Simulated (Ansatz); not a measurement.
Ga: the change of pressure and energy less free atoms with volume per atom

Periodic Kohn-Sham DFT of a crystal at fixed atoms; pressure and stress are positive in compression; the energy is the free energy less that of spherical unpolarised free atoms; site moments are those in the method's own spheres, positive along +z. The results are calculated, by Ansatz 0.2.0.

Cell of the first row (space group C2/c, No. 15):
```
cell vectors (Å)
   1.3548    -3.9443     0.0000
   1.3548     3.9443     0.0000
  -0.1151     0.0000     3.2620
atoms (fractions of the cell vectors)
Ga  0.86900  0.13100  0.25000
Ga  0.13100  0.86900  0.75000
```

Settings of every row: method all-electron LAPW; functional PBEsol; relativity scalar; k mesh 14x14x11; filling fermi-dirac; smearing width 0.03 eV; basis error target 0.5 meV/atom; nucleus gaussian.

Atom start moment: 0 on all atoms.

| row | volume per atom (Å³) | pressure (GPa) | energy less free atoms (eV/atom) |
| --- | --- | --- | --- |
| 1 | 17.431 | 1.966 | -3.3248 |
| 2 | 17.616 | 1.242 | -3.3267 |
| 3 | 17.801 | 0.551 | -3.3277 |
| 4 | 18.172 | -0.723 | -3.3275 |
| 5 | 18.358 | ? | ? |
| 6 | 18.543 | -1.846 | -3.3245 |
| 7 | 18.729 | -2.351 | -3.322 |
| 8 | 18.914 | -2.818 | -3.319 |
| 9 | 19.285 | -3.655 | -3.3115 |
| 10 | 19.47 | -4.035 | -3.3071 |
| 11 | 19.656 | -4.393 | -3.3022 |

Question: what pressure and energy less free atoms should row 5 give?

Worked fit of pressure. Take u = (V_r/V)^(2/3) − 1 with V_r = 18.636 Å³ an atom, which is twice the finite (Eulerian) strain; such expansions in the strain, on which the Birch-Murnaghan equation of state is built, carry the rest volume and the bulk modulus. The shown rows have u = 0.04557, 0.03824, 0.03103, 0.01695, 0.00334, -0.00331, -0.00982, -0.02256, -0.02876, -0.0349. Least squares give pressure = −2.0975 + 75.951 × u + 294.2 × u² GPa; a straight line predicts inner rows, each left out in turn, worse (root mean square 0.17 against 0.0068 GPa). The rows lie off it by -0.009, 0.005, 0.008, 0.003, -0.005, -0.005, -0.003, 0.006, 0.004, -0.003 (root mean square 0.0055 GPa). The pressure vanishes at u = 0.0252, or V = 17.95 Å³ an atom, and there the bulk modulus at fixed shape and fractions is B = −V dP/dV = (2/3)(1 + u) dP/du = 62 GPa. Letting shape and atoms relax would as a rule lower it, by much in layered, chain or molecular crystals. The withheld row has u = 0.01007, so the fit gives −2.0975 + 75.951 × (0.01007) + 294.2 × (0.01007)² = -1.303 GPa.

The calculation gave -1.303 GPa. The fit meets it to the printed digit.

Worked fit of energy less free atoms. Take u = (V_r/V)^(2/3) − 1 with V_r = 18.636 Å³ an atom, which is twice the finite (Eulerian) strain; such expansions in the strain, on which the Birch-Murnaghan equation of state is built, carry the rest volume and the bulk modulus. The shown rows have u = 0.04557, 0.03824, 0.03103, 0.01695, 0.00334, -0.00331, -0.00982, -0.02256, -0.02876, -0.0349. Least squares give energy less free atoms = −3.32331 − 0.3678 × u + 7.035 × u² + 7.1 × u³ eV/atom; a parabola predicts inner rows, each left out in turn, worse (root mean square 9.9e-05 against 3.5e-05 eV/atom). All shown rows lie on it to the printed digit. Its lowest point lies at u = 0.0252, or V = 17.95 Å³ an atom, and the curvature there gives the bulk modulus at fixed shape and fractions, B = (4/9)(1 + u)² E″(u)/V = 63.1 GPa. Letting shape and atoms relax would as a rule lower it, by much in layered, chain or molecular crystals. The withheld row has u = 0.01007, so the fit gives −3.32331 − 0.3678 × (0.01007) + 7.035 × (0.01007)² + 7.1 × (0.01007)³ = -3.3263 eV/atom.

The calculation gave -3.3263 eV/atom. The fit meets it to the printed digit.
